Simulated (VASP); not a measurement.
# Al (P6_3/mmc) in VASP: single point with PBEsol

Aim: the single point of Al with PBEsol.

Everything below comes from runs of VASP 6.6.1. Logs are shortened: lines on timing, memory, paths and dates and some standing lists are left out, and cuts for length are marked.

**1. Starting point**

The structure is hexagonal, space group P6_3/mmc (No. 194). The conventional cell has a = 2.851 Å, b = 2.851 Å, c = 4.637 Å, α = 90.00°, β = 90.00°, γ = 120.00°. Al (site symmetry -6m2) has 12 Al at 2.84 to 2.85 Å as nearest neighbours.

This isn't the form of Al at room conditions, which is fcc.

**2. Single point, PBEsol**

INCAR

```
SYSTEM = Al
PREC     = Accurate       ! precision mode
ENCUT    = 520            ! plane-wave cutoff, eV
EDIFF    = 1E-7           ! SCF threshold, eV
ISMEAR   = 0              ! smearing method
SIGMA    = 0.1            ! smearing width, eV
LREAL    = .False.        ! projectors in reciprocal space
LASPH    = .True.         ! aspherical terms in the spheres
NELM     = 100            ! most SCF steps
ALGO     = Normal         ! electronic algorithm
ISIF     = 2              ! what is computed and relaxed
LWAVE    = .False.        ! write WAVECAR
LCHARG   = .False.        ! write CHGCAR
GGA      = PS             ! functional
NBANDS   = 10             ! bands
```

KPOINTS

```
regular mesh
0
Gamma
  18 18 10
  0 0 0
```

POSCAR

```
Al
1.0
    2.8505492336      0.0000000000      0.0000000000
   -1.4252746168      2.4686480510      0.0000000000
    0.0000000000      0.0000000000      4.6371422547
Al
2
Direct
    0.3333333333      0.6666666667      0.2500000000
    0.6666666667      0.3333333333      0.7500000000
```

Potentials or basis: VASP PAW PBE potentials, release 64 (Al).

Started as:

```sh
cat potpaw_PBE.64/Al/POTCAR > POTCAR
mpirun -np 1 vasp_std > vasp.out
```

OUTCAR:

```text
SYSTEM = Al
   PREC = Accurate
   ENCUT = 520
   EDIFF = 1E-7
   ISMEAR = 0
   LREAL = .False.
   LASPH = .True.
   NELM = 100
   ISIF = 2
   GGA = PS

 ion  position               nearest neighbor table
   1  0.333  0.667  0.250-   2 2.84   2 2.84   2 2.84   2 2.84   2 2.84   2 2.84
   2  0.667  0.333  0.750-   1 2.84   1 2.84   1 2.84   1 2.84   1 2.84   1 2.84

  LATTYP: Found a hexagonal cell.
 ALAT       =     2.8505492336
 C/A-ratio  =     1.6267539603

  Lattice vectors:

 A1 = (   2.8505492336,   0.0000000000,   0.0000000000)
 A2 = (  -1.4252746168,   2.4686480510,   0.0000000000)
 A3 = (   0.0000000000,   0.0000000000,   4.6371422547)

Analysis of symmetry for initial positions (statically):
=====================================================================
 Subroutine PRICEL returns:
 Original cell was already a primitive cell.

 Routine SETGRP: Setting up the symmetry group for a
 hexagonal supercell.

 Subroutine GETGRP returns: Found 24 space group operations
 (whereof 12 operations were pure point group operations)
 out of a pool of 24 trial point group operations.

The static configuration has the point symmetry D_3d.
 The point group associated with its full space group is D_6h.

Analysis of symmetry for dynamics (positions and initial velocities):
=====================================================================
 Subroutine PRICEL returns:
 Original cell was already a primitive cell.

 Routine SETGRP: Setting up the symmetry group for a
 hexagonal supercell.

 Subroutine GETGRP returns: Found 24 space group operations
 (whereof 12 operations were pure point group operations)
 out of a pool of 24 trial point group operations.

The dynamic configuration has the point symmetry D_3d.
 The point group associated with its full space group is D_6h.

 Subroutine INISYM returns: Found 24 space group operations
 (whereof 12 operations are pure point group operations),
 and found     1 'primitive' translations

----------------------------------------------------------------------------------------

                                     Primitive cell

  volume of cell :      32.6316

  direct lattice vectors                    reciprocal lattice vectors
     2.850549234  0.000000000  0.000000000     0.350809587  0.202540010  0.000000000
    -1.425274617  2.468648051  0.000000000     0.000000000  0.405080019  0.000000000
     0.000000000  0.000000000  4.637142255     0.000000000  0.000000000  0.215650059

  length of vectors
     2.850549234  2.850549234  4.637142255     0.405080019  0.405080019  0.215650059

  position of ions in fractional coordinates (direct lattice)
     0.333333333  0.666666667  0.250000000
     0.666666667  0.333333333  0.750000000

  ion indices of the primitive-cell ions
   primitive index   ion index
                 1           1
                 2           2

----------------------------------------------------------------------------------------

 KPOINTS: regular mesh

Automatic generation of k-mesh.
 Grid dimensions read from file:
 generate k-points for:   18   18   10

 Generating k-lattice:

  Cartesian coordinates                     Fractional coordinates (reciprocal lattice)
     0.019489422  0.011252223  0.000000000     0.055555556  0.000000000  0.000000000
     0.000000000  0.022504446  0.000000000     0.000000000  0.055555556  0.000000000
     0.000000000  0.000000000  0.021565006     0.000000000  0.000000000  0.100000000

  Length of vectors
     0.022504446  0.022504446  0.021565006

  Shift w.r.t. Gamma in fractional coordinates (k-lattice)
     0.000000000  0.000000000  0.000000000

 Subroutine IBZKPT returns following result:
 ===========================================

 Found    222 irreducible k-points:

 Following reciprocal coordinates:
            Coordinates               Weight
  0.000000  0.000000  0.000000      1.000000
  0.055556 -0.000000  0.000000      6.000000
  0.111111 -0.000000  0.000000      6.000000
  0.166667 -0.000000  0.000000      6.000000
  0.222222 -0.000000  0.000000      6.000000
  0.277778 -0.000000  0.000000      6.000000
[... 16 lines left out ...]
  0.333333  0.111111  0.000000     12.000000
  0.388889  0.111111  0.000000     12.000000
 [... further k-points ...]
   k-points           NKPTS =    222   k-points in BZ     NKDIM =    222   number of bands    NBANDS=     10
   number of dos      NEDOS =    301   number of ions     NIONS =      2
   total plane-waves  NPLWV =  20736
   dimension x,y,z NGX =    24 NGY =   24 NGZ =   36
   dimension x,y,z NGXF=    48 NGYF=   48 NGZF=   72
   ions per type =               2
   NGX,Y,Z   is equivalent  to a cutoff of  14.00, 14.00, 12.91 a.u.
   NGXF,Y,Z  is equivalent  to a cutoff of  27.99, 27.99, 25.81 a.u.
 SYSTEM =  Al
   PREC   = accura    normal or accurate (medium, high low for compatibility)
   ISTART =      0    job   : 0-new  1-cont  2-samecut
   ICHARG =      2    charge: 1-file 2-atom 10-const
   ISPIN  =      1    spin polarized calculation?
   LNONCOLLINEAR =      F non collinear calculations
   LSORBIT =      F    spin-orbit coupling
   LASPH  =      T    aspherical Exc in radial PAW
   ENCUT  =  520.0 eV  38.22 Ry    6.18 a.u.   5.30  5.30  8.62*2*pi/ulx,y,z
   NELM   =    100;   NELMIN=  2; NELMDL= -5     # of ELM steps
   EDIFF  = 0.1E-06   stopping-criterion for ELM
   LREAL  =      F    real-space projection
[... 7 lines left out ...]
   TEBEG  =    0.0;   TEEND  =   0.0 temperature during run
   PSTRESS=    0.0 pullay stress
   NELECT =       6.0000    total number of electrons
   NUPDOWN=      -1.0000    fix difference up-down
   EMIN   =  10.00;   EMAX   =-10.00  energy-range for DOS
   EFERMI =   0.00;   METHOD = LEGACY
   ISMEAR =     0;   SIGMA  =   0.10  broadening in eV -4-tet -1-fermi 0-gaus
   EFERMI_NEDOS =   21; number of points for ismear=-14 and -15
   IALGO  =     38    algorithm
   IMIX   =      4    mixing-type and parameters
     AMIX     =   0.40;   BMIX     =  1.00
     AMIX_MAG =   1.60;   BMIX_MAG =  1.00
  volume/ion in A,a.u.               =      16.32       110.10
  Fermi-wavevector in a.u.,A,eV,Ry     =   0.930920  1.759184 11.790982  0.866613
  Thomas-Fermi vector in A             =   2.057359
   LORBIT       =      0    0 simple, 1 ext, 2 COOP (PROOUT), +10 PAW based schemes
   GGA     = PS    functional components
   LHFCALC =     F    Hartree Fock is set to
   AEXX    =    0.0000 exact exchange contribution
   IVDW    =     0    specifies the selected vdW correction
   LEPSILON=     F    determine dielectric tensor
   LRPA    =     F    only Hartree local field effects (RPA)
 non-spin polarized calculation
 Gauss-broadening in eV      SIGMA  =   0.10
  energy-cutoff  :      520.00
  volume of cell :       32.63
 maximum number of plane-waves:       892
 NGX is ok and might be reduce to    24
   NGX = 11   NGY = 11   NGZ = 17

 number of electron       6.0000000 magnetization

 Free energy of the ion-electron system (eV)
  ---------------------------------------------------
  ext. energy  EPLUGINS =         0.00000000
  ---------------------------------------------------
  free energy    TOTEN  =        -8.11624518 eV

  energy without entropy =       -8.11089408  energy(sigma->0) =       -8.11356963

 E-fermi :   8.0737     XC(G=0): -10.2991

 val. band max:        8.0715250072   @ k =   0.2778   0.2222   0.5000
 cond. band min:       8.0859074630   @ k =   0.3333   0.3333   0.3000
 fundamental gap:      0.0143824558
 Fermi energy:         8.0736528302

 k-point     1 :       0.0000    0.0000    0.0000
  band No.  band energies     occupation
      1      -3.1428      2.00000
      2       3.4524      2.00000
      3       3.7185      2.00000
      4      18.6493      0.00000
      5      18.6493      0.00000
      6      19.0404      0.00000
      7      19.0404      0.00000
      8      20.2511      0.00000
      9      22.1220      0.00000
     10      22.6160      0.00000

 k-point     2 :       0.0556   -0.0000    0.0000
  band No.  band energies     occupation
      1      -3.0679      2.00000
      2       3.5218      2.00000
      3       3.7916      2.00000
      4      17.0961      0.00000
      5      17.7357      0.00000
      6      18.9254      0.00000
      7      20.0818      0.00000
      8      20.9262      0.00000
      9      22.4065      0.00000
     10      22.6684      0.00000

 k-point     3 :       0.1111   -0.0000    0.0000
  band No.  band energies     occupation
      1      -2.8435      2.00000
      2       3.7299      2.00000
      3       4.0102      2.00000
      4      15.0316      0.00000
      5      16.7809      0.00000
      6      18.1522      0.00000
      7      20.7812      0.00000
      8      20.9185      0.00000
      9      21.4015      0.00000
     10      22.0440      0.00000

 k-point     4 :       0.1667   -0.0000    0.0000
  band No.  band energies     occupation
      1      -2.4701      2.00000
      2       4.0768      2.00000
      3       4.3713      2.00000
      4      12.9810      0.00000
      5      15.9507      0.00000
      6      17.2426      0.00000
      7      18.9857      0.00000
      8      19.3258      0.00000
      9      21.5778      0.00000
     10      22.0202      0.00000
[... 222 lines left out ...]
 k-point    22 :       0.2778    0.1111    0.0000
  band No.  band energies     occupation
      1      -0.2518      2.00000
      2       6.1548      2.00000
      3       6.2887      2.00000
      4       7.8208      1.99965
      5      11.2778      0.00000
      6      13.6935      0.00000
      7      14.2919      0.00000
      8      17.6342      0.00000
      9      17.8127      0.00000
     10      18.9548      0.00000

 k-point    23 :       0.3333    0.1111    0.0000
  band No.  band energies     occupation
      1       0.6978      2.00000
      2       5.7252      2.00000
      3       7.0487      2.00000
      4       7.6575      2.00000
      5      10.8482      0.00000
      6      12.1281      0.00000
      7      12.9077      0.00000
      8      17.2614      0.00000
      9      17.5092      0.00000
     10      18.6403      0.00000

 k-point    24 :       0.3889    0.1111    0.0000
  band No.  band energies     occupation
      1       1.7834      2.00000
      2       4.3435      2.00000
      3       8.0581      1.17457
      4       8.5364      0.00000
      5      10.3562      0.00000
      6      10.7113      0.00000
      7      11.8587      0.00000
      8      17.0402      0.00000
      9      17.3259      0.00000
     10      18.4486      0.00000

 [... further k-points ...]
[... 5 lines left out ...]
  --------------------------------------------------------------------------------------
  -------------------------------------------------------------------------------------
  Total        0.0093834      0.0093834      0.0092177      0.0000000     -0.0000000      0.0000000
  in kB        0.4607154      0.4607154      0.4525789      0.0000000     -0.0000000      0.0000000
  external PRESSURE =       0.4580032 kB  Pullay stress =       0.0000000 kB

 VOLUME and BASIS-vectors are now :
 -----------------------------------------------------------------------------
  energy-cutoff  :      520.00
  volume of cell :       32.63
      direct lattice vectors                 reciprocal lattice vectors
     2.850549234  0.000000000  0.000000000     0.350809587  0.202540010  0.000000000
    -1.425274617  2.468648051  0.000000000     0.000000000  0.405080019  0.000000000
     0.000000000  0.000000000  4.637142255     0.000000000  0.000000000  0.215650059

 POSITION                                       TOTAL-FORCE (eV/Angst)
 -----------------------------------------------------------------------------------
     -0.00000      1.64577      1.15929        -0.000000      0.000000      0.000000
      1.42527      0.82288      3.47786         0.000000     -0.000000      0.000000
 -----------------------------------------------------------------------------------
    total drift:                                0.000000     -0.000000      0.000000

  FREE ENERGIE OF THE ION-ELECTRON SYSTEM (eV)
  ---------------------------------------------------
  free  energy   TOTEN  =        -8.1162451807 eV

  energy  without entropy=       -8.1108940771  energy(sigma->0) =       -8.11356963
```

It took 18 s on 1 thread of Intel Xeon 6975P-C (Granite Rapids), shared host; peak memory 0.19 GiB.

What came out:

```yaml
Free_energy: -8.1162 eV
Pressure: 0.0 GPa
Band_gap_on_the_k_mesh: none (metal or under the smearing width)
```

Levels at points of the mesh, in eV from the Fermi level:
```
           k point  band 1  band 2  band 3  band 4  band 5  band 6  band 7  band 8
(0.00, 0.00, 0.00)  -11.22   -4.62   -4.36   10.58   10.58   10.97   10.97   12.18
(0.50, 0.00, 0.00)   -5.38   -5.19    0.60    1.18    1.48    1.81    5.58    7.33
(0.00, 0.00, 0.50)   -9.51   -9.51    3.53    3.53   11.81   11.81   11.81   11.81
(0.50, 0.00, 0.50)   -3.97   -3.97   -3.25   -3.25    7.05    7.05    7.60    7.60
```

Caveat: the PAW data sets were made with another functional, which shifts forces and pressure a little.
